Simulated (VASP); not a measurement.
Pt: relaxation of the atoms with LDA

The system is Pt, a slab with vacuum.

```xyz
9
Lattice="2.7747 0.0000 0.0000 1.3873 2.4029 0.0000 0.0000 0.0000 33.1242" Properties=species:S:1:pos:R:3 pbc="T T T"
Pt    1.3873    0.8010    7.5000
Pt    2.7747    1.6020    9.7655
Pt    0.0000    0.0000   12.0310
Pt    1.3873    0.8010   14.2966
Pt    2.7747    1.6020   16.5621
Pt    0.0000    0.0000   18.8276
Pt    1.3873    0.8010   21.0931
Pt    2.7747    1.6020   23.3587
Pt    0.0000    0.0000   25.6242
```

```yaml
Program: VASP 6.6.1
Task: relaxation of the atoms
Functional: LDA
Potentials_or_basis: VASP PAW LDA potentials, release 64 (Pt)
Cutoff: 350 eV
k_mesh: 13 × 13 × 1
Occupations: fermi-dirac, width 0.05 eV
Spin: no spin polarisation
Further_INCAR_settings: ALGO = Normal; EDIFF = 1e-06; IBRION = 2; EDIFFG = -0.01; NSW = 40
```

* Energy gained by relaxing: 4.5 meV/atom
* Ionic steps: 15
* Largest force after relaxing: 0.009 eV/Å
* Band gap on the k mesh: none (metal or under the smearing width)

Forces on the atoms (eV/Å):
```
Pt   0.000  0.000  0.001
Pt   0.000  0.000  0.006
Pt   0.000  0.000 -0.009
Pt   0.000  0.000  0.002
Pt   0.000  0.000  0.000
Pt   0.000  0.000 -0.002
Pt   0.000  0.000  0.009
Pt   0.000  0.000 -0.006
Pt   0.000  0.000 -0.001
```

The path:
```
step  energy change (eV)  largest force (eV/Å)  pressure (GPa)
   1              0.0000                0.1788           -6.25
   2             -0.0044                0.1448           -6.14
   3             -0.0101                0.1822           -5.89
   4             -0.0107                0.1983           -5.77
   5             -0.0136                0.1720           -5.65
   6             -0.0199                0.1721           -5.28
   7             -0.0219                0.3287           -4.52
   8             -0.0229                0.2687           -4.81
   9             -0.0279                0.1874           -4.59
  10             -0.0334                0.1870           -4.04
  11             -0.0379                0.1201           -3.93
  12             -0.0408                0.0228           -3.76
  13             -0.0409                0.0165           -3.73
  14             -0.0409                0.0165           -3.71
  15             -0.0409                0.0093           -3.71
```

Final structure:
```
Pt
1.0
     2.77469    0.00000    0.00000
     1.38734    2.40295    0.00000
     0.00000    0.00000   33.12418
Pt
9
Cartesian
  1.3873 0.8010 7.6441
  2.7747 1.6020 9.8911
  0.0000 0.0000 12.1113
  1.3873 0.8010 14.3311
  2.7747 1.6020 16.5621
  1.3873 2.4029 18.7931
  1.3873 0.8010 21.0129
  2.7747 1.6020 23.2331
  0.0000 0.0000 25.4801
```

Levels at points of the mesh, in eV from the Fermi level:
| k point | band 43 | band 44 | band 45 | band 46 | band 47 | band 48 | band 49 | band 50 |
| --- | --- | --- | --- | --- | --- | --- | --- | --- |
| (0.00, 0.00, 0.00) | -1.33 | -1.24 | -1.24 | -0.84 | -0.84 | -0.42 | -0.42 | -0.09 |

Run time: 34 min on 1 thread of Intel(R) Xeon(R) Platinum 8559C (Emerald Rapids), with other jobs on the host, peak memory 0.25 GiB.

The run has no spin-orbit coupling, so splittings on Pt are missing.
